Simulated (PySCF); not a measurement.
**Dipole moment and polarisability of spiropentane**

Spiropentane, C5H8.
Geometry (PBE0-D3(BJ)/def2-TZVP, Å), atoms numbered from 1 in this order:
```xyz
13
C5H8 angstrom
C      1.3979   -0.4652    0.0362
C      0.9052    0.4486   -1.0722
C      0.0006   -0.0013   -0.0013
C     -0.9611    0.6124    0.9310
C     -1.3409   -0.6000    0.1006
H      1.6055   -1.4978   -0.2210
H      2.0638   -0.0395    0.7782
H      0.7896    0.0193   -2.0609
H      1.2456    1.4779   -1.0616
H     -0.8133    0.4661    1.9949
H     -1.4039    1.5646    0.6611
H     -1.4453   -1.5472    0.6178
H     -2.0376   -0.4514   -0.7168
```

Level: CAM-B3LYP/aug-cc-pVTZ (PySCF), static field, nuclei fixed, core orbitals frozen in the response. The polarisability tensor in these axes (au):

```
x   63.23 -0.07 -4.23
y   -0.07 53.82  0.02
z   -4.23  0.02 55.71
```

What are the eigenvalues, a third of the trace, and Δα (Δα² = ½Σ(αi − αj)² over the three pairs)?

Principal values 53.80, 53.82 and 65.13 au; mean 57.58 au = 8.53 Å³ = 9.49 × 10⁻⁴⁰ C²·m²/J; Δα = 11.31 au (20 % of the mean).

What is the dipole moment?

0.00 D; point group D2d allows none.

Find the Langevin capture rate constant for H3+ (3.023 u) meeting this molecule (68.063 u), k = 2.342 × 10⁻⁹ cm³/s × √(α in Å³ / reduced mass in u).

The reduced mass is 2.89 u, so k = 4.02 × 10⁻⁹ cm³/s.

Traceless (Buckingham) quadrupole moment about the centre of nuclear charge: eigenvalues?

-2.08, 1.04, 1.05 D·Å. With no charge and no dipole, the values don't depend on the origin. The electronic extent ⟨r²⟩ about the same centre is 396 bohr², a root-mean-square distance of 1.71 Å for the 38 electrons.

What depolarisation ratio follows for Rayleigh scattering of linearly polarised light, taking the static tensor?

ρ = 3Δα²/(45ᾱ² + 4Δα²) = 384.0/(149216 + 512.0) = 0.00256.

What molar refraction does this α imply?

Lorentz–Lorenz: R = (4π/3)N_A α = 2.5225 cm³/(mol·Å³) × 8.53 Å³ = 21.5 cm³/mol, in the limit of long wavelengths.

Form Σ f/ω² (atomic units) for the 10 lowest TDDFT singlets, given as eV and f, and set it beside the mean polarisability, which is this sum over all singlets: 7.15, 0.0080; 7.46, 0.0002; 7.46, 0.0000; 7.56, 0.0009; 7.57, 0.0480; 7.57, 0.0489; 7.79, 0.0000; 7.83, 0.0000; 7.87, 0.0003; 7.89, 0.0155.

They add up to 1.57 au, 2.7 % of the 57.58 au; the largest single term is 0.63 au, from the state at 7.57 eV. Terms in order: 0.12, 0.00, 0.00, 0.01, 0.62, 0.63, 0.00, 0.00, 0.00, 0.18 au. Higher excitations give the rest. The strengths listed sum to 0.122.

Geometry: PBE0-D3(BJ)/def2-TZVP; no solvent, vibrations or thermal averaging.
